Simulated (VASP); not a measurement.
Cd: single point with PBEsol

Cd:

```xyz
1
Lattice="-1.8193 1.8193 1.8193 1.8193 -1.8193 1.8193 1.8193 1.8193 -1.8193" Properties=species:S:1:pos:R:3 pbc="T T T"
Cd    0.0000    0.0000    0.0000
```

This isn't the form of Cd at room conditions, which is hcp.

The cell isn't the ideal one: volume scaled by 1.06.

- Program: VASP 6.6.1
- Task: single point
- Functional: PBEsol
- Potentials or basis: VASP PAW PBE potentials, release 64 (Cd)
- Cutoff: 520 eV
- k mesh: 10 × 10 × 10
- Occupations: fermi-dirac, width 0.05 eV
- Spin: collinear spin, typed start
- Starting moments: [1.0] μB
- Fixed moment: 1 μB
- Dipole correction: no
- Further INCAR settings: ALGO = Normal; EDIFF = 1e-06; NBANDS = 16

The pressure is 2.0 GPa and the net moment is 1.00 μB per cell. The site moments are Cd +0.41 μB and the valence electrons inside the program's atomic spheres are Cd 10.27.

It took 16 s on 1 thread of Intel(R) Xeon(R) Platinum 8488C (Sapphire Rapids) (shared host), peak memory 0.16 GiB.

Caveat: the PAW data sets were made with another functional, which shifts forces and pressure a little; the total moment is fixed, so each spin has its own Fermi level.
